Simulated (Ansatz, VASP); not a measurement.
Given: the input of a run of Ansatz 0.2.0 on Te.

Contents of input.yaml:

```yaml
crystal:
  lattice:
    - [3.8202894285, -2.1482026, 0.0]
    - [3.8202894285, 2.1482026, 0.0]
    - [-0.0942908673, 0.0, 5.9760906531]
  atoms:
    - { symbol: Te, position: [0.0, 0.0, 0.0] }
    - { symbol: Te, position: [0.30944661, 0.30944661, 0.33880949] }
    - { symbol: Te, position: [0.69055339, 0.69055339, 0.66119051] }
hamiltonian:
  xc: pbe
  pseudopotentials: { kind: paw }
kpoints:
  mp_grid: { grid: [7, 7, 5] }
scf:
  occupations: { method: fermi_dirac, width: 0.05 }
output:
  forces: true
  stress: true
  eigenvalues: true
```

Potentials or basis: Ansatz PAW.

Command:

```console
$ ansatz run input.yaml --threads 2 --pin off --max-ram 5120MiB --backend cpu --events-out ev --progress --plain --runs-dir out
```

Question: Translate it to VASP 6.6.1. Potentials there: VASP PAW PBE potentials, release 64 (Te).

Answer: As run (the cutoff follows the program's own potentials):

File INCAR:

```
SYSTEM = Te
PREC = Accurate
ENCUT = 520
EDIFF = 1E-7
ISMEAR = -1
SIGMA = 0.05
LREAL = .False.
LASPH = .True.
NELM = 100
ALGO = Normal
ISIF = 2
LWAVE = .False.
LCHARG = .True.
GGA = PE
LELF = .True.
LVHAR = .True.
NBANDS = 16
```

The input KPOINTS:

```
Automatic mesh
0
Gamma
  7 7 5
  0 0 0
```

POSCAR

```
Te
1.0
    3.8202894285     -2.1482026000      0.0000000000
    3.8202894285      2.1482026000      0.0000000000
   -0.0942908673      0.0000000000      5.9760906531
Te
3
Direct
    0.0000000000      0.0000000000      0.0000000000
    0.3094466100      0.3094466100      0.3388094900
    0.6905533900      0.6905533900      0.6611905100
```

Potentials or basis: VASP PAW PBE potentials, release 64 (Te).

The run is started by

```console
$ cat potpaw_PBE.64/Te/POTCAR > POTCAR
$ mpirun -np 1 vasp_std > vasp.out
```

Both were run:

|  | VASP | Ansatz | Ansatz less VASP |
| --- | --- | --- | --- |
| gap on the k mesh at the Fermi level (eV) | 0.03 | 0.03 | -0.001 |
| least direct gap on the mesh (eV) | 0.20 | 0.20 | +0.002 |
| pressure (GPa) | 0.6 | 0.6 | +0.03 |
| largest component of the traceless stress (GPa) | 0.15 | 0.14 | -0.002 |
| rms of the force components (eV/Å) | 0.052 | 0.050 | -0.0017 |

Atom by atom the forces differ by 0.002 eV/Å (rms over components). The two sets of potentials don't hold the same shells in valence.

Caveats: spin-orbit coupling is left out, which moves the levels of the heavy elements (VASP); an odd mesh through Γ misses points on the zone boundary, where band edges often lie (VASP). As with any semilocal functional, this PBE gap is likely too small.
